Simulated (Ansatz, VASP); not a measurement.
**Two plane-wave programs on Ti**

INCAR

```
SYSTEM = Ti
ALGO = Normal
EDIFF = 1E-7
ENCUT = 520
ISIF = 2
ISMEAR = -1
LASPH = .True.
LCHARG = .True.
LELF = .True.
LREAL = .False.
LVHAR = .True.
LWAVE = .False.
NBANDS = 12
NELM = 60
PREC = Accurate
SIGMA = 0.1
```

File KPOINTS:

```
k-points
0
Gamma
  16 16 16
  0 0 0
```

The input POSCAR:

```
Ti
1.0
   -1.5843908646      1.5843908646      1.5843908646
    1.5843908646     -1.5843908646      1.5843908646
    1.5843908646      1.5843908646     -1.5843908646
Ti
1
Direct
    0.0000000000      0.0000000000      0.0000000000
```

Input for Ansatz:

```yaml
crystal:
  lattice:
    - [-1.5843908646, 1.5843908646, 1.5843908646]
    - [1.5843908646, -1.5843908646, 1.5843908646]
    - [1.5843908646, 1.5843908646, -1.5843908646]
  atoms:
    - { symbol: Ti, position: [0.0, 0.0, 0.0] }
hamiltonian:
  xc: lda
  pseudopotentials:
    kind: paw
    azcp:
      Ti: "pseudopotentials/Ti.paw.azcp"
basis:
  ecutwfc: 420
  fft_grid_basis: typed
kpoints:
  mp_grid: { grid: [16, 16, 16], shift: [0, 0, 0] }
magnetization:
  spin_polarized: false
scf:
  occupations: { method: fermi_dirac, width: 0.1 }
  lower_state_search: "off"
output:
  stress: true
```

Alike in both runs: task single point; functional LDA; k mesh 16 × 16 × 16; occupations fermi-dirac, width 0.1 eV; no spin polarisation.

|  | VASP | Ansatz |
| --- | --- | --- |
| version | VASP 6.6.1 | Ansatz 0.2.0 |
| potentials or method | VASP PAW LDA potentials, release 64 (Ti_sv) | plane waves (420 eV) with PAW, scalar-relativistic |
| plane-wave cutoff (eV) | 520 | 420 |
| valence electrons in the cell | 12 | 12 |

VASP gave:

- pressure (GPa): -0.2

Q: Estimate Ansatz's values.

A: Pressure (GPa): 0.0.

Ansatz warned: «pseudo_functional_mismatch».
